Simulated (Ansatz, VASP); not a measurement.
# Two plane-wave programs on Au

File INCAR:

```
PREC = Accurate ; ENCUT = 520
EDIFF = 1E-6 ; ISMEAR = 0
SIGMA = 0.15 ; LREAL = False
LASPH = True ; NELM = 100
ALGO = Fast ; ISIF = 2
LWAVE = False ; LCHARG = False
GGA = PE ; NBANDS = 12
```

KPOINTS

```
Automatic mesh
0
Gamma
  20 20 20
```

File POSCAR:

```
Au
1.0
    0.0000000000      1.9432250000      2.1477750000
    1.9432250000      0.0000000000      2.1477750000
    1.9432250000      1.9432250000      0.0000000000
Au
1
Direct
    0.0000000000      0.0000000000      0.0000000000
```

Input for Ansatz:

```yaml
crystal:
  lattice:
    - [0.0, 1.943225, 2.147775]
    - [1.943225, 0.0, 2.147775]
    - [1.943225, 1.943225, 0.0]
  atoms:
    - { symbol: Au, position: [0.0, 0.0, 0.0] }
basis:
  ecutwfc: 420
kpoints:
  mp_grid: { grid: [20, 20, 20] }
hamiltonian:
  xc: pbe
scf:
  occupations: { method: gaussian, width: 0.15 }
output:
  forces: true
  stress: true
  eigenvalues: true
  write_density: true
  write_potential: true
  elf: true
  volumetric_format: npy
```

Change from the starting cell: strain -0.050 along x and y, +0.050 along z, atoms carried along.

Alike in both runs: task single point; functional PBE; k mesh 20 × 20 × 20; occupations gaussian, width 0.15 eV; no spin polarisation.

```csv
,VASP,Ansatz
version,VASP 6.6.1,Ansatz 0.2.0
potentials or method,"VASP PAW PBE potentials, release 64 (Au)","scalar-relativistic, plane waves, PAW"
plane-wave cutoff (eV),520,420
valence electrons in the cell,11,19
```

|  | VASP | Ansatz | Ansatz less VASP |
| --- | --- | --- | --- |
| gap on the k mesh at the Fermi level (eV) | none | none | - |
| pressure (GPa) | 19.7 | 20.0 | +0.31 |
| largest component of the traceless stress (GPa) | 4.08 | 4.10 | +0.020 |

A gap of «none» marks a metal or a gap that the smearing closes. The two sets of potentials don't hold the same shells in valence.

Caveats: so large a pressure means that the cell lies far from this level's equilibrium, or that cutoff or potentials fall short (VASP). Spin-orbit coupling is left out, which matters for the levels of Au.
